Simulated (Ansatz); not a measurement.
**From the elastic tensor of Mo at 3 GPa (stress–strain coefficients) to moduli and sound speeds**

The calculation used DFT PBE, scalar-relativistic, plane waves, PAW (Ansatz 0.2.0). Plane waves to 420 eV; Γ-centred k mesh 20×20×20; Fermi-Dirac smearing of 0.15 eV. No spin polarisation.

Symmetry: Im-3m, No. 229, cubic system. The conventional cell has a = 3.149 Å, b = 3.149 Å, c = 3.149 Å, α = 90.00°, β = 90.00°, γ = 90.00°. Around Mo (site symmetry m-3m) lie 8 Mo at 2.73 Å.

In a metal, frequencies and elastic constants depend on the k mesh and the smearing, soft modes and shear constants most.

Relaxed-ion constants (GPa, on the Cartesian axes of the calculation):
C11 = 475.5, C12 = 169.2, C13 = 169.2, C22 = 475.5, C23 = 169.2, C33 = 475.5, C44 = 104.0, C55 = 104.0, C66 = 104.0 GPa; the others vanish.

Density 10.200 g/cm³; 1 atom in 15.62 Å³.

The values that follow are for a polycrystal of randomly turned grains, by Hill's mean where one number stands.

With S = C⁻¹: B_V = (C11+C22+C33+2(C12+C13+C23))/9, G_V = (C11+C22+C33−C12−C13−C23+3(C44+C55+C66))/15, 1/B_R = S11+S22+S33+2(S12+S13+S23), 15/G_R = 4(S11+S22+S33−S12−S13−S23)+3(S44+S55+S66); Hill is their mean. Then v_l = √((B+4G/3)/ρ), v_t = √(G/ρ), v_m = [(2/v_t³+1/v_l³)/3]^(−1/3) and Θ = (ħ/k_B)·v_m·(6π²n/V)^(1/3) for n atoms in the volume V; E = 9BG/(3B+G), ν = (3B−2G)/(2(3B+G)) and A^U = 5G_V/G_R + B_V/B_R − 6.

```
Bulk modulus, Voigt / Reuss / Hill          : 271.3 / 271.3 / 271.3 GPa
Shear modulus, Voigt / Reuss / Hill         : 123.6 / 119.3 / 121.5 GPa
Young's modulus                             : 317 GPa
Poisson ratio                               : 0.305
Pugh ratio B/G                              : 2.23
Universal anisotropy index                  : 0.18
Longitudinal and transverse sound speeds    : 6517 and 3451 m/s
Debye temperature from the mean sound speed : 459 K
```

Cost: 1 run of about 0.84 core-minutes, on Intel Xeon Platinum 8488C (Sapphire Rapids) (shared hosts).

Molybdenum comes out stiff in both compression and shear, with only mild elastic anisotropy. C44, at 104.0 GPa, lies clearly below half the difference between C11 and C12, so shear along the cube faces is the soft mode, and a single crystal is stiffest in tension along the cube axes and most compliant along the body diagonals. The stiffness is that of a group 6 metal with a roughly half-filled d band: bonding states are largely occupied, antibonding ones largely empty, and the Fermi level lies near a pseudogap. This filling favours the bcc structure and probably accounts for the strong resistance to tetragonal shear. C12 exceeds C44 by far more than the applied pressure alone would produce with central pair forces, which points to many-body metallic cohesion. The Pugh ratio of 2.23 would conventionally class the metal as ductile, yet molybdenum is known to turn brittle on cooling; that transition depends on screw-dislocation mobility and grain-boundary cohesion, which elastic constants don't capture.
